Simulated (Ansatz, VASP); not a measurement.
**Mo: VASP beside Ansatz**

```
CELL_PARAMETERS angstrom
3.11500 0.00000 0.00000
0.00000 3.11500 0.00000
0.00000 0.00000 15.11500
ATOMIC_POSITIONS crystal
Mo 0.00000 0.00000 0.40649
Mo 0.50000 0.50000 0.50000
Mo 0.00000 0.00000 0.59351
```

Alike in both runs: functional LDA; k mesh 16 × 16 × 1; occupations methfessel-paxton of order 1, width 0.1 eV; no spin polarisation.

Ansatz relaxed the structure, and its values are those at the end. VASP's run is a single point on that final structure, the one shown.

|  | VASP | Ansatz |
| --- | --- | --- |
| version | VASP 6.6.1 | Ansatz 0.2.0 |
| potentials or method | VASP PAW LDA potentials, release 64 (Mo_sv) | scalar-relativistic, plane waves, PAW |
| plane-wave cutoff (eV) | 520 | 420 |
| valence electrons in the cell | 42 | 42 |

Ansatz gave:

- gap on the k mesh at the Fermi level (eV): none
- rms of the force components (eV/Å): 0.003

Q: Estimate VASP's values.

A: gap on the k mesh at the Fermi level (eV): none; rms of the force components (eV/Å): 0.036.

A gap of «none» marks a metal or a gap that the smearing closes.
